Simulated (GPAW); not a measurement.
# W (Im-3m) in GPAW: notebook

Aim: see how the results for W move with the level of theory and the settings. Levels: PBEsol+D3(BJ), PBEsol+D3(BJ)+ATM, PBEsol+D4. Tasks: relaxation of cell and atoms.

Everything below comes from runs of GPAW 26.7.0. Logs are shortened: lines on timing, memory, paths and dates and some standing lists are left out, and cuts for length are marked. The log counts tension as positive stress, the text compression.

## 1. The crystal as given

The structure is cubic, space group Im-3m (No. 229). Conventional cell: a = 3.165 Å, b = 3.165 Å, c = 3.165 Å, α = 90.00°, β = 90.00°, γ = 90.00°. W (site symmetry m-3m) is surrounded by 8 W at 2.74 Å.

## 2. Relaxation of cell and atoms, PBEsol+D3(BJ)

File run.py:

```python
from ase import Atoms
from ase.calculators.mixing import SumCalculator
from ase.filters import FrechetCellFilter
from ase.io import write
from ase.optimize import BFGS
from dftd3.ase import DFTD3
from gpaw import GPAW, PW, setup_paths

setup_paths.insert(0, '.')

atoms = Atoms(['W'],
              cell=[[-1.582345, 1.582345, 1.582345],
                    [1.582345, -1.582345, 1.582345],
                    [1.582345, 1.582345, -1.582345]],
              scaled_positions=[[0.0, 0.0, 0.0]],
              pbc=True)

calc = GPAW(mode=PW(600),
            xc='PBEsol',
            kpts={'size': (12, 12, 12), 'gamma': True},
            occupations={'name': 'fermi-dirac', 'width': 0.05},
            nbands=16,
            convergence={'density': 1e-05, 'forces': 0.0001},
            maxiter=150,
            txt='gpaw.txt')
atoms.calc = SumCalculator([calc, DFTD3(method='pbesol', damping='d3bj')])
opt = BFGS(FrechetCellFilter(atoms), trajectory='relax.traj', logfile='-')
done = opt.run(fmax=0.02, steps=60)
calc.write('gs.gpw')
write('result.traj', atoms)
print('Converged:', done)
print('Cell:', atoms.cell.cellpar().round(4))
print('Volume:', round(atoms.get_volume(), 4))
print(atoms.get_scaled_positions().round(5))
```

Potentials or basis: PAW data sets generated in the run's folder for this functional, pw.

On the command line:

```
gpaw-setup -f PBEsol W
OMP_NUM_THREADS=1 python run.py
```

gpaw.txt:

```text
__  _  _
 | _ |_)|_||  |
 |__||  | ||/\| - 26.7.0

Input parameters:
  mode=PW(ecut=600.0),
  convergence={'density': 1e-05, 'forces': 0.0001},
  kpts=MonkhorstPack(size=(12, 12, 12), gamma=True),
  maxiter=150,
  nbands=16,
  occupations=Occupations(name='fermi-dirac', width=0.05),
  xc=XC(name='PBEsol')

Diagonalizing LCAO Hamiltonian
Converting LCAO to pw mode

       W

Atoms  # Å, Bohr magnetons
|   | symbol |        x |        y |        z |    initial magnetic moments |
|---|--------|----------|----------|----------|-----------------------------|
| 0 |      W | 0.000000 | 0.000000 | 0.000000 | ( 0.0000,  0.0000,  0.0000) |

Unit cell  # Å
| periodic |         x |         y |         z |  lengths |     angles |
|----------|-----------|-----------|-----------|----------|------------|
|      yes | -1.582345 |  1.582345 |  1.582345 | 2.740702 | 109.471221 |
|      yes |  1.582345 | -1.582345 |  1.582345 | 2.740702 | 109.471221 |
|      yes |  1.582345 |  1.582345 | -1.582345 | 2.740702 | 109.471221 |
[... 163 lines left out ...]
SCF iterations
|iter     | |      energy | eigst |  dens |force |
|---------|-|-------------|-------|-------|------|
|iter:   1| |  -12.665651 | -0.15 |       |      |
|iter:   2| |  -12.625067 | -3.31 | -1.22 |      |
|iter:   3| |  -12.416386 | -2.19 | -1.25 |      |
|iter:   4| |  -12.417737 | -3.88 | -1.96 |      |
|iter:   5| |  -12.418437c| -5.01 | -2.35 |      |
|iter:   6| |  -12.418433c| -6.85 | -3.83 |      |
|iter:   7| |  -12.418434c| -8.46c| -4.22 |      |
|iter:   8| |  -12.418434c| -8.39c| -5.14c|      |
|iter:   9| |  -12.418434c| -9.80c| -5.91c|-23.91c|

Converged in 9 steps
Energy contributions relative to reference atoms: (reference = -438642.771174)

Energy contributions:
  Kinetic:           4.944168
  Coulomb:          -6.730807
  Zero:             -0.031263
  External:          0.000000
  Xc:              -10.598078
  Entropy:          -0.004908
  Spinorbit:         0.000000
  ----------------------------
  Free energy:     -12.420888
  Extrapolated:    -12.418434
[... 27 lines left out ...]
Stress tensor  # eV/Ang^3
|         x |         y |         z |
|-----------|-----------|-----------|
|  0.020491 | -0.000000 | -0.000000 |
| -0.000000 |  0.020491 |  0.000000 |
| -0.000000 |  0.000000 |  0.020491 |

Forces  # eV/Ang
|        x |        y |        z |
|----------|----------|----------|
| -0.00000 | -0.00000 | -0.00000 |  # W    0

Interpolating wave functions to new cell

       W

Atoms  # Å, Bohr magnetons
|   | symbol |         x |         y |         z |    initial magnetic moments |
|---|--------|-----------|-----------|-----------|-----------------------------|
| 0 |      W | -0.000000 | -0.000000 | -0.000000 | ( 0.0000,  0.0000,  0.0000) |

Unit cell  # Å
| periodic |         x |         y |         z |  lengths |     angles |
|----------|-----------|-----------|-----------|----------|------------|
|      yes | -1.558343 |  1.558343 |  1.558343 | 2.699130 | 109.471221 |
|      yes |  1.558343 | -1.558343 |  1.558343 | 2.699130 | 109.471221 |
|      yes |  1.558343 |  1.558343 | -1.558343 | 2.699130 | 109.471221 |
[... 163 lines left out ...]
SCF iterations
|iter     | |      energy | eigst |  dens |force |
|---------|-|-------------|-------|-------|------|
|iter:   1| |  -12.442313 | -0.91 |       |      |
|iter:   2| |  -12.434187 | -4.18 | -1.69 |      |
|iter:   3| |  -12.398120 | -3.05 | -1.73 |      |
|iter:   4| |  -12.399353 | -4.88 | -2.68 |      |
|iter:   5| |  -12.399968c| -6.04 | -2.95 |      |
|iter:   6| |  -12.399969c| -8.10c| -4.17 |      |
|iter:   7| |  -12.399969c| -7.59c| -4.55 |      |
|iter:   8| |  -12.399969c| -9.26c| -6.08c|      |
|iter:   9| |  -12.399969c|-10.07c| -6.43c|-24.69c|

Converged in 9 steps
Energy contributions relative to reference atoms: (reference = -438642.771174)

Energy contributions:
  Kinetic:          12.064469
  Coulomb:         -12.714187
  Zero:             -0.035536
  External:          0.000000
  Xc:              -11.712065
  Entropy:          -0.005299
  Spinorbit:         0.000000
  ----------------------------
  Free energy:     -12.402619
  Extrapolated:    -12.399969
[... 27 lines left out ...]
Stress tensor  # eV/Ang^3
|         x |         y |         z |
|-----------|-----------|-----------|
| -0.074963 |  0.000000 |  0.000000 |
|  0.000000 | -0.074963 |  0.000000 |
|  0.000000 |  0.000000 | -0.074963 |

Forces  # eV/Ang
|       x |       y |       z |
|---------|---------|---------|
| 0.00000 | 0.00000 | 0.00000 |  # W    0

Interpolating wave functions to new cell

       W

Atoms  # Å, Bohr magnetons
|   | symbol |         x |         y |         z |    initial magnetic moments |
|---|--------|-----------|-----------|-----------|-----------------------------|
| 0 |      W | -0.000000 | -0.000000 | -0.000000 | ( 0.0000,  0.0000,  0.0000) |

Unit cell  # Å
| periodic |         x |         y |         z |  lengths |     angles |
|----------|-----------|-----------|-----------|----------|------------|
|      yes | -1.564275 |  1.564275 |  1.564275 | 2.709403 | 109.471221 |
|      yes |  1.564275 | -1.564275 |  1.564275 | 2.709403 | 109.471221 |
|      yes |  1.564275 |  1.564275 | -1.564275 | 2.709403 | 109.471221 |
[... 163 lines left out ...]
SCF iterations
|iter     | |      energy | eigst |  dens |force |
|---------|-|-------------|-------|-------|------|
|iter:   1| |  -12.413348 | -2.03 |       |      |
|iter:   2| |  -12.412849 | -5.29 | -2.30 |      |
|iter:   3| |  -12.410700c| -4.29 | -2.34 |      |
|iter:   4| |  -12.410776c| -6.05 | -3.28 |      |
|iter:   5| |  -12.410815c| -7.26 | -3.56 |      |
|iter:   6| |  -12.410815c| -8.25c| -4.79 |      |
|iter:   7| |  -12.410815c| -8.67c| -5.17c|      |
|iter:   8| |  -12.410815c|-10.13c| -6.62c|-25.41c|

Converged in 8 steps
Energy contributions relative to reference atoms: (reference = -438642.771174)

Energy contributions:
  Kinetic:          10.243198
  Coulomb:         -11.188093
  Zero:             -0.034312
  External:          0.000000
  Xc:              -11.428972
  Entropy:          -0.005271
  Spinorbit:         0.000000
  ----------------------------
  Free energy:     -12.413450
  Extrapolated:    -12.410815
[... 27 lines left out ...]
Stress tensor  # eV/Ang^3
|         x |         y |         z |
|-----------|-----------|-----------|
| -0.049702 | -0.000000 | -0.000000 |
| -0.000000 | -0.049702 |  0.000000 |
| -0.000000 |  0.000000 | -0.049702 |

Forces  # eV/Ang
|       x |       y |       z |
|---------|---------|---------|
| 0.00000 | 0.00000 | 0.00000 |  # W    0

# Writing to gs.gpw (mode='')
```

Wall time 25 s (1 thread of Arm Neoverse V2, shared host); peak memory 0.17 GiB.

What came out:

| Property | Result |
| --- | --- |
| Free energy | -13.1826 eV |
| Relaxed volume | 15.31 Å³/atom |
| Relaxed cell | a = 2.709 Å, b = 2.709 Å, c = 2.709 Å, α = 109.47°, β = 109.47°, γ = 109.47° |
| Space group after relaxing (to 0.05 Å) | Im-3m (No. 229) |
| Energy gained by relaxing | 18.6 meV/atom |
| Ionic steps | 3 |
| Pressure after relaxing | -0.1 GPa |
| Band gap on the k mesh | none (metal or under the smearing width) |
| Dispersion energy per atom | -0.769 eV |

Step by step:
| step | energy change (eV) | largest force (eV/Å) | pressure (GPa) | volume (Å³) |
| --- | --- | --- | --- | --- |
| 1 | 0.0000 | 0.0000 | -10.82 | 15.85 |
| 2 | -0.0166 | 0.0000 | 3.75 | 15.14 |
| 3 | -0.0186 | 0.0000 | -0.11 | 15.31 |

Final structure:
```xyz
1
Lattice="-1.5643 1.5643 1.5643 1.5643 -1.5643 1.5643 1.5643 1.5643 -1.5643" Properties=species:S:1:pos:R:3 pbc="T T T"
W     0.0000    0.0000    0.0000
```

Caveat: later steps reuse the first step's grids; pairwise dispersion overbinds metals, which lowers pressure and volume. The run has no spin-orbit coupling, so splittings on W are missing.

(Continued in part 2 of 2.)
